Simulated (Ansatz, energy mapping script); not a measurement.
# MnS (Browneite): J from the energies of magnetic orders

How strongly do the moments of MnS (Browneite) couple under PBE+U (2.64 eV)? The plan is to run several orders and fit a Heisenberg model.

Method: PBE with U = 2.64 eV on Mn d, ortho-atomic projectors; plane waves, U on orthogonalised atomic orbitals unless named otherwise, collinear spin, no spin–orbit coupling, in Ansatz 0.2.0.

Report form: the programs' logs are mostly left out.

## Step 1: The structure

Symmetry: F-43m, No. 216, cubic system. The conventional cell has a = 5.600 Å, b = 5.600 Å, c = 5.600 Å, α = 90.00°, β = 90.00°, γ = 90.00°. Mn has 4 S at 2.42 Å nearest. S has 4 Mn at 2.42 Å nearest. Farther neighbours and most contacts between anions are not listed.

A Hubbard U penalises fractional filling of the shell. It raises the cost of virtual hops to the neighbours, so couplings that rest on such hops usually weaken.

## Step 2: One set of occupation matrices for all orders

A corrected shell can settle in several orbital fillings. One parallel run, with an occupation width a fifth wider than the orders use, therefore is to supply the occupation matrices. All orders start from them.

input.yaml reads:

```yaml
crystal:
  lattice:
    - [0.0, 2.8, 2.8]
    - [2.8, 0.0, 2.8]
    - [2.8, 2.8, 0.0]
  atoms:
    - { symbol: Mn, position: [0.0, 0.0, 0.0], spin: 4.5 }
    - { symbol: S, position: [0.25, 0.25, 0.25] }
magnetization:
  spin_polarized: true
kpoints:
  mp_grid: { grid: [9, 9, 9] }
hamiltonian:
  xc: pbe
  hubbard:
    sites: [{ species: Mn, l: d, u_eff: 2.64 }]
    projectors: ortho-atomic
scf:
  occupations: { method: fermi_dirac, width: 0.06 }
output:
  eigenvalues: true
```

Launch:

```console
ansatz run input.yaml --threads 4 --pin off --max-ram 8192MiB --backend cpu --events-out ev --progress --plain --runs-dir out
```

Elapsed: 2.2 s, on 4 threads of Arm Neoverse V1, shared host; peak memory 0.34 GiB.

Numbers from this step:

- final state: ferromagnetic
- electrons in the corrected shells: 5.296 e
- largest moment: 4.309 μB

## Step 3: Parallel start in cell A (4 atoms)

The parallel order is the zero of energy for this cell and mesh.

input.yaml reads:

```yaml
crystal:
  lattice:
    - [0.0, -2.8, -2.8]
    - [0.0, 2.8, -2.8]
    - [5.6, 0.0, 0.0]
  atoms:
    - { symbol: Mn, position: [0.5, 0.5, 0.5], spin: 4.5 }
    - { symbol: Mn, position: [0.0, 0.0, 0.0], spin: 4.5 }
    - { symbol: S, position: [0.0, 0.5, 0.75] }
    - { symbol: S, position: [0.5, 0.0, 0.25] }
magnetization:
  spin_polarized: true
kpoints:
  mp_grid: { grid: [7, 7, 5] }
hamiltonian:
  xc: pbe
  hubbard:
    sites:
      - { species: Mn, l: d, u_eff: 2.64 }
      - { site: 0, l: d, u_eff: 2.64, starting_ns: [{ spin: up, occupation_matrix: mn1_major }, { spin: down, occupation_matrix: mn1_minor }] }
      - { site: 1, l: d, u_eff: 2.64, starting_ns: [{ spin: up, occupation_matrix: mn1_major }, { spin: down, occupation_matrix: mn1_minor }] }
    projectors: ortho-atomic
    occupation_matrices:
      mn1_major:
        matrix:
          - [0.996, 0.0, 0.0, 0.0, 0.0]
          - [0.0, 0.992, 0.0, 0.0, 0.0]
          - [0.0, 0.0, 0.992, 0.0, 0.0]
          - [0.0, 0.0, 0.0, 0.996, 0.0]
          - [0.0, 0.0, 0.0, 0.0, 0.992]
      mn1_minor:
        matrix:
          - [0.029, 0.0, 0.0, 0.0, 0.0]
          - [0.0, 0.09, 0.0, 0.0, 0.0]
          - [0.0, 0.0, 0.09, 0.0, 0.0]
          - [0.0, 0.0, 0.0, 0.029, 0.0]
          - [0.0, 0.0, 0.0, 0.0, 0.09]
scf:
  occupations: { method: fermi_dirac, width: 0.05 }
output:
  eigenvalues: true
```

Wall time 7 s (4 threads); peak memory 0.42 GiB.

Spin moment in the sphere by atom:

```
atom  spin moment in the sphere (μB)
 Mn1                            4.31
 Mn2                            4.31
  S3                            0.08
  S4                            0.08
```

The run ends ferromagnetic.

## Step 4: Order 2: compensated +−, cell A of 4 atoms

This order reverses 8 of the 12 neighbours at 3.96 Å, 0 of the 6 neighbours at 5.60 Å and 16 of the 24 neighbours at 6.86 Å, counted for an average magnetic atom.

input.yaml: that of step 3 with these lines changed.

```diff
@@ -7,3 +7,3 @@
     - { symbol: Mn, position: [0.5, 0.5, 0.5], spin: 4.5 }
-    - { symbol: Mn, position: [0.0, 0.0, 0.0], spin: 4.5 }
+    - { symbol: Mn, position: [0.0, 0.0, 0.0], spin: -4.5 }
     - { symbol: S, position: [0.0, 0.5, 0.75] }
@@ -20,3 +20,3 @@
       - { site: 0, l: d, u_eff: 2.64, starting_ns: [{ spin: up, occupation_matrix: mn1_major }, { spin: down, occupation_matrix: mn1_minor }] }
-      - { site: 1, l: d, u_eff: 2.64, starting_ns: [{ spin: up, occupation_matrix: mn1_major }, { spin: down, occupation_matrix: mn1_minor }] }
+      - { site: 1, l: d, u_eff: 2.64, starting_ns: [{ spin: up, occupation_matrix: mn1_minor }, { spin: down, occupation_matrix: mn1_major }] }
     projectors: ortho-atomic
```

The job ended after 7.3 s (4 threads; peak memory 0.43 GiB; 27 s of CPU time).

Spin moment in the sphere by atom:

```
atom  spin moment in the sphere (μB)
 Mn1                            4.21
 Mn2                           -4.21
  S3                            0.00
  S4                            0.00
```

The run ends antiferromagnetic, 147.54 meV a magnetic atom below the parallel order of its cell.

## Step 5: Order 3: parallel, cell B of 4 atoms

The parallel order again, as the reference for this cell.

This run holds the same structure in another cell (c 5.600 → 6.859 Å, α 90.0 → 73.2°, β 90.0 → 73.2°, γ 90.0 → 60.0°).

input.yaml reads:

```yaml
crystal:
  lattice:
    - [0.0, -2.8, -2.8]
    - [-2.8, 0.0, -2.8]
    - [2.8, 2.8, -5.6]
  atoms:
    - { symbol: Mn, position: [0.5, 0.5, 0.5], spin: 4.5 }
    - { symbol: Mn, position: [0.0, 0.0, 0.0], spin: 4.5 }
    - { symbol: S, position: [0.125, 0.125, 0.625] }
    - { symbol: S, position: [0.625, 0.625, 0.125] }
magnetization:
  spin_polarized: true
kpoints:
  mp_grid: { grid: [8, 8, 8] }
hamiltonian:
  xc: pbe
  hubbard:
    sites:
      - { species: Mn, l: d, u_eff: 2.64 }
      - { site: 0, l: d, u_eff: 2.64, starting_ns: [{ spin: up, occupation_matrix: mn1_major }, { spin: down, occupation_matrix: mn1_minor }] }
      - { site: 1, l: d, u_eff: 2.64, starting_ns: [{ spin: up, occupation_matrix: mn1_major }, { spin: down, occupation_matrix: mn1_minor }] }
    projectors: ortho-atomic
    occupation_matrices:
      mn1_major:
        matrix:
          - [0.996, 0.0, 0.0, 0.0, 0.0]
          - [0.0, 0.992, 0.0, 0.0, 0.0]
          - [0.0, 0.0, 0.992, 0.0, 0.0]
          - [0.0, 0.0, 0.0, 0.996, 0.0]
          - [0.0, 0.0, 0.0, 0.0, 0.992]
      mn1_minor:
        matrix:
          - [0.029, 0.0, 0.0, 0.0, 0.0]
          - [0.0, 0.09, 0.0, 0.0, 0.0]
          - [0.0, 0.0, 0.09, 0.0, 0.0]
          - [0.0, 0.0, 0.0, 0.029, 0.0]
          - [0.0, 0.0, 0.0, 0.0, 0.09]
scf:
  occupations: { method: fermi_dirac, width: 0.05 }
output:
  eigenvalues: true
```

Run time: 13 s. Hardware: 4 threads; peak memory 0.56 GiB; 49 s of CPU time.

The run ends ferromagnetic. For each magnetic atom its energy differs from the parallel run of the first cell by -0.05 meV, an error that one common reference would have brought in.

## Step 6: Run 4 (compensated +−; cell B, 4 atoms)

This order reverses 6 of the 12 neighbours at 3.96 Å, 6 of the 6 neighbours at 5.60 Å and 12 of the 24 neighbours at 6.86 Å, counted for an average magnetic atom.

input.yaml: that of step 5 with these lines changed.

```diff
@@ -7,3 +7,3 @@
     - { symbol: Mn, position: [0.5, 0.5, 0.5], spin: 4.5 }
-    - { symbol: Mn, position: [0.0, 0.0, 0.0], spin: 4.5 }
+    - { symbol: Mn, position: [0.0, 0.0, 0.0], spin: -4.5 }
     - { symbol: S, position: [0.125, 0.125, 0.625] }
@@ -20,3 +20,3 @@
       - { site: 0, l: d, u_eff: 2.64, starting_ns: [{ spin: up, occupation_matrix: mn1_major }, { spin: down, occupation_matrix: mn1_minor }] }
-      - { site: 1, l: d, u_eff: 2.64, starting_ns: [{ spin: up, occupation_matrix: mn1_major }, { spin: down, occupation_matrix: mn1_minor }] }
+      - { site: 1, l: d, u_eff: 2.64, starting_ns: [{ spin: up, occupation_matrix: mn1_minor }, { spin: down, occupation_matrix: mn1_major }] }
     projectors: ortho-atomic
```

Elapsed: 13 s, on 4 threads; peak memory 0.57 GiB.

The run ends antiferromagnetic, 113.79 meV a magnetic atom below the parallel order of its cell.

## Step 7: Parallel start in cell C (6 atoms)

input.yaml reads:

```yaml
crystal:
  lattice:
    - [0.0, -2.8, -2.8]
    - [-5.6, 0.0, 0.0]
    - [2.8, 5.6, -2.8]
  atoms:
    - { symbol: Mn, position: [0.666666667, 0.666666667, 0.333333333], spin: 4.5 }
    - { symbol: Mn, position: [0.333333333, 0.333333333, 0.666666667], spin: 4.5 }
    - { symbol: Mn, position: [0.0, 0.0, 0.0], spin: 4.5 }
    - { symbol: S, position: [0.166666667, 0.416666667, 0.333333333] }
    - { symbol: S, position: [0.833333333, 0.083333333, 0.666666667] }
    - { symbol: S, position: [0.5, 0.75, 0.0] }
magnetization:
  spin_polarized: true
kpoints:
  mp_grid: { grid: [7, 7, 7] }
hamiltonian:
  xc: pbe
  hubbard:
    sites:
      - { species: Mn, l: d, u_eff: 2.64 }
      - { site: 0, l: d, u_eff: 2.64, starting_ns: [{ spin: up, occupation_matrix: mn1_major }, { spin: down, occupation_matrix: mn1_minor }] }
      - { site: 1, l: d, u_eff: 2.64, starting_ns: [{ spin: up, occupation_matrix: mn1_major }, { spin: down, occupation_matrix: mn1_minor }] }
      - { site: 2, l: d, u_eff: 2.64, starting_ns: [{ spin: up, occupation_matrix: mn1_major }, { spin: down, occupation_matrix: mn1_minor }] }
    projectors: ortho-atomic
    occupation_matrices:
      mn1_major:
        matrix:
          - [0.996, 0.0, 0.0, 0.0, 0.0]
          - [0.0, 0.992, 0.0, 0.0, 0.0]
          - [0.0, 0.0, 0.992, 0.0, 0.0]
          - [0.0, 0.0, 0.0, 0.996, 0.0]
          - [0.0, 0.0, 0.0, 0.0, 0.992]
      mn1_minor:
        matrix:
          - [0.029, 0.0, 0.0, 0.0, 0.0]
          - [0.0, 0.09, 0.0, 0.0, 0.0]
          - [0.0, 0.0, 0.09, 0.0, 0.0]
          - [0.0, 0.0, 0.0, 0.029, 0.0]
          - [0.0, 0.0, 0.0, 0.0, 0.09]
scf:
  occupations: { method: fermi_dirac, width: 0.05 }
output:
  eigenvalues: true
```

Wall time 33 s (4 threads); peak memory 0.86 GiB.

The run ends ferromagnetic. For each magnetic atom its energy differs from the parallel run of the first cell by -0.06 meV, an error that one common reference would have brought in.

## Step 8: Order 6: uncompensated ++−, cell C of 6 atoms

This order reverses 6.67 of the 12 neighbours at 3.96 Å, 2.67 of the 6 neighbours at 5.60 Å and 8 of the 24 neighbours at 6.86 Å, counted for an average magnetic atom.

input.yaml: that of step 7 with these lines changed.

```diff
@@ -8,3 +8,3 @@
     - { symbol: Mn, position: [0.333333333, 0.333333333, 0.666666667], spin: 4.5 }
-    - { symbol: Mn, position: [0.0, 0.0, 0.0], spin: 4.5 }
+    - { symbol: Mn, position: [0.0, 0.0, 0.0], spin: -4.5 }
     - { symbol: S, position: [0.166666667, 0.416666667, 0.333333333] }
@@ -23,3 +23,3 @@
       - { site: 1, l: d, u_eff: 2.64, starting_ns: [{ spin: up, occupation_matrix: mn1_major }, { spin: down, occupation_matrix: mn1_minor }] }
-      - { site: 2, l: d, u_eff: 2.64, starting_ns: [{ spin: up, occupation_matrix: mn1_major }, { spin: down, occupation_matrix: mn1_minor }] }
+      - { site: 2, l: d, u_eff: 2.64, starting_ns: [{ spin: up, occupation_matrix: mn1_minor }, { spin: down, occupation_matrix: mn1_major }] }
     projectors: ortho-atomic
```

Wall time 30 s (4 threads); peak memory 0.9 GiB.

The run ends ferrimagnetic, 126.34 meV a magnetic atom below the parallel order of its cell.

## Step 9: Run 7 (parallel; cell D, 6 atoms)

A new cell needs its own zero of energy.

This run holds the same structure in another cell (b 5.600 → 3.960 Å, c 6.859 → 9.699 Å, α 114.1 → 90.0°, β 106.8 → 90.0°, γ 90.0 → 120.0°).

input.yaml reads:

```yaml
crystal:
  lattice:
    - [0.0, 2.8, 2.8]
    - [-2.8, 0.0, -2.8]
    - [-5.6, -5.6, 5.6]
  atoms:
    - { symbol: Mn, position: [0.0, 0.0, 0.0], spin: 4.5 }
    - { symbol: Mn, position: [0.333333333, 0.666666667, 0.666666667], spin: 4.5 }
    - { symbol: Mn, position: [0.666666667, 0.333333333, 0.333333333], spin: 4.5 }
    - { symbol: S, position: [0.333333333, 0.666666667, 0.916666667] }
    - { symbol: S, position: [0.666666667, 0.333333333, 0.583333333] }
    - { symbol: S, position: [0.0, 0.0, 0.25] }
magnetization:
  spin_polarized: true
kpoints:
  mp_grid: { grid: [8, 8, 3] }
hamiltonian:
  xc: pbe
  hubbard:
    sites:
      - { species: Mn, l: d, u_eff: 2.64 }
      - { site: 0, l: d, u_eff: 2.64, starting_ns: [{ spin: up, occupation_matrix: mn1_major }, { spin: down, occupation_matrix: mn1_minor }] }
      - { site: 1, l: d, u_eff: 2.64, starting_ns: [{ spin: up, occupation_matrix: mn1_major }, { spin: down, occupation_matrix: mn1_minor }] }
      - { site: 2, l: d, u_eff: 2.64, starting_ns: [{ spin: up, occupation_matrix: mn1_major }, { spin: down, occupation_matrix: mn1_minor }] }
    projectors: ortho-atomic
    occupation_matrices:
      mn1_major:
        matrix:
          - [0.996, 0.0, 0.0, 0.0, 0.0]
          - [0.0, 0.992, 0.0, 0.0, 0.0]
          - [0.0, 0.0, 0.992, 0.0, 0.0]
          - [0.0, 0.0, 0.0, 0.996, 0.0]
          - [0.0, 0.0, 0.0, 0.0, 0.992]
      mn1_minor:
        matrix:
          - [0.029, 0.0, 0.0, 0.0, 0.0]
          - [0.0, 0.09, 0.0, 0.0, 0.0]
          - [0.0, 0.0, 0.09, 0.0, 0.0]
          - [0.0, 0.0, 0.0, 0.029, 0.0]
          - [0.0, 0.0, 0.0, 0.0, 0.09]
scf:
  occupations: { method: fermi_dirac, width: 0.05 }
output:
  eigenvalues: true
```

Wall time 12 s (4 threads); peak memory 0.56 GiB; 46 s of CPU time.

The run ends ferromagnetic. For each magnetic atom its energy differs from the parallel run of the first cell by -0.02 meV, an error that one common reference would have brought in.

## Step 10: Uncompensated ++− start in cell D (6 atoms)

This order reverses 4 of the 12 neighbours at 3.96 Å, 4 of the 6 neighbours at 5.60 Å and 12 of the 24 neighbours at 6.86 Å, counted for an average magnetic atom.

input.yaml: that of step 9 with these lines changed.

```diff
@@ -8,3 +8,3 @@
     - { symbol: Mn, position: [0.333333333, 0.666666667, 0.666666667], spin: 4.5 }
-    - { symbol: Mn, position: [0.666666667, 0.333333333, 0.333333333], spin: 4.5 }
+    - { symbol: Mn, position: [0.666666667, 0.333333333, 0.333333333], spin: -4.5 }
     - { symbol: S, position: [0.333333333, 0.666666667, 0.916666667] }
@@ -23,3 +23,3 @@
       - { site: 1, l: d, u_eff: 2.64, starting_ns: [{ spin: up, occupation_matrix: mn1_major }, { spin: down, occupation_matrix: mn1_minor }] }
-      - { site: 2, l: d, u_eff: 2.64, starting_ns: [{ spin: up, occupation_matrix: mn1_major }, { spin: down, occupation_matrix: mn1_minor }] }
+      - { site: 2, l: d, u_eff: 2.64, starting_ns: [{ spin: up, occupation_matrix: mn1_minor }, { spin: down, occupation_matrix: mn1_major }] }
     projectors: ortho-atomic
```

The job ended after 13 s (4 threads; peak memory 0.58 GiB).

The run ends ferrimagnetic, 77.88 meV a magnetic atom below the parallel order of its cell.

## Step 11: From energies to couplings

Each energy difference is a sum of couplings weighted by the pairs that the order reverses. A few near shells are fitted to the differences by least squares. Energies are those extrapolated to zero occupation width, not the free energies F.

The orders side by side; each is measured from the parallel order in the same cell and on the same mesh:

| order | atoms | energy (meV a magnetic atom) | moments (μB) | moments kept as typed | opposed neighbours at 3.96, 5.60, 6.86 Å |
| --- | --- | --- | --- | --- | --- |
| parallel in cell A | 4 | 0.00 | 4.31 | yes | 0, 0, 0 |
| compensated +− in cell A | 4 | -147.54 | 4.21 | yes | 8, 0, 16 |
| parallel in cell B | 4 | 0.00 | 4.31 | yes | 0, 0, 0 |
| compensated +− in cell B | 4 | -113.79 | 4.23 | yes | 6, 6, 12 |
| parallel in cell C | 6 | 0.00 | 4.31 | yes | 0, 0, 0 |
| uncompensated ++− in cell C | 6 | -126.34 | 4.17 to 4.25 | yes | 6.67, 2.67, 8 |
| parallel in cell D | 6 | 0.00 | 4.31 | yes | 0, 0, 0 |
| uncompensated ++− in cell D | 6 | -77.88 | 4.23 to 4.27 | yes | 4, 4, 12 |

Fitted to E = −Σ J e·e over ordered pairs of unit vectors (J > 0 favours parallel moments):

```csv
pair,distance (Å),neighbours,J (meV)
Mn–Mn,3.96,12,-9.29
Mn–Mn,5.60,6,-0.339
Mn–Mn,6.86,24,0.0186
```

Adding the shell at 7.92 Å gives -9.1, -0.26, -0.057 and -0.20 meV and a mean-field temperature of 280 K, an exact solve that tests nothing.

In mean field these couplings order at 283 K, and give a Curie–Weiss temperature of -875 K.

## Step 12: Finite temperature

Mean field ignores fluctuations and overstates the ordering temperature, so the model is also sampled. The heat capacity peaks where order sets in.

Classical unit spins with these couplings on 8×8×4 copies of a cell that holds the lowest order (512 spins), heat-bath sweeps, cooled from random directions, 1009 sweeps to settle and 3027 measured at each temperature, averaged over 4 runs.

```
T (K)  order along the lowest pattern  net moment  heat capacity (k_B a spin)
 34.0                            0.04        0.01                        1.01
 58.2                            0.05        0.01                        1.07
 94.4                            0.08        0.01                        2.27
  119                            0.09        0.01                        1.00
  143                            0.08        0.01                        0.82
  179                            0.07        0.02                        0.64
  203                            0.07        0.02                        0.56
  227                            0.07        0.02                        0.47
  251                            0.06        0.02                        0.42
  288                            0.06        0.02                        0.35
  312                            0.06        0.02                        0.32
```

The smoothed heat capacity peaks at 93.7 K. The order column follows one pattern alone; equivalent domains or another pattern share the rest.

## Step 13: Beside the first set of runs

The first set of orders, under PBE+U (1.32 eV), took 8 min of CPU time summed over its finished orders (seed run apart), these 8.2 min.

| quantity | this set | first set |
| --- | --- | --- |
| J at 3.96 Å, meV | -9.29 | -13.1 |
| J at 5.60 Å, meV | -0.339 | -0.572 |
| J at 6.86 Å, meV | 0.0186 | 0.0153 |
| ordering temperature, mean field, K | 283 | 398 |
| heat-capacity peak, Monte Carlo, K | 93.7 | 132 |

The coupling that led in the first set goes from -13.1 to -9.29 meV.

## Step 14: Summary of results

| Item | Value |
| --- | --- |
| lowest order tried | compensated +− in cell A |
| largest fitted value, Mn–Mn at 3.96 Å | -9.29 meV |
| ordering temperature, mean field | 283 K |
| heat-capacity peak, Monte Carlo | 93.7 K |

**Reading.** Of the orders tried, MnS (Browneite) prefers the order “compensated +− in cell A” under PBE+U (2.64 eV), with 8 of 12 neighbours at 3.96 Å, 0 of 6 neighbours at 5.60 Å and 16 of 24 neighbours at 6.86 Å opposed, and the heat capacity of the fitted model peaks near 94 K (Monte Carlo, classical spins). The model's best pattern is not among the orders that were run. The coupling at 3.96 Å is 0.71 times that of the first set, at 1.0 times the CPU time. The largest fitted coupling is the Mn–Mn pair at 3.96 Å, antiferromagnetic at -9.3 meV, across a ligand at about 109°. The orders also reverse pairs at 7.92 Å, which are not fitted, so the fitted values hold their part too. With 4 differences for 3 couplings the fit misses by 1.3 meV at most, a small part of the spread. In the fitted orders moments change by up to 3.1 % against the parallel run of the same cell, so their size stays put. Monte Carlo puts the peak at 0.33 of the mean-field temperature, low enough to point to frustration or weakly coupled layers or chains. In tests on simple cubic and body-centred models such peaks lay 5 to 6 % under the bulk value. On cooling, the order along the one computed pattern stays at or under 0.10: the model settles in an equivalent domain, a degenerate mixture or another order. The Curie–Weiss temperature is 9.3 times the peak temperature in size, a mark of frustration. The parallel order holds 5 μB a magnetic atom, spin 2.5; the common factor (S+1)/S would raise the classical 93.7 K to 131 K, a correction that often overshoots.

[Logs and program files are shortened in this print: banners, set-up blocks, solver, clock and traceback lines can be left out without a mark of their own.]

[Logs are printed without paths, hosts, clocks, repeated set-up lines and the standing remarks that a program may print on its own settings, such as how far it seeks lower states.]

[Hosts, paths, dates, database ids (printed as entryN), source tags and the programs' standing remarks are cut or masked in the printed files.]

[Where a cell is said to come from a database of computed structures, the database is the Materials Project.]
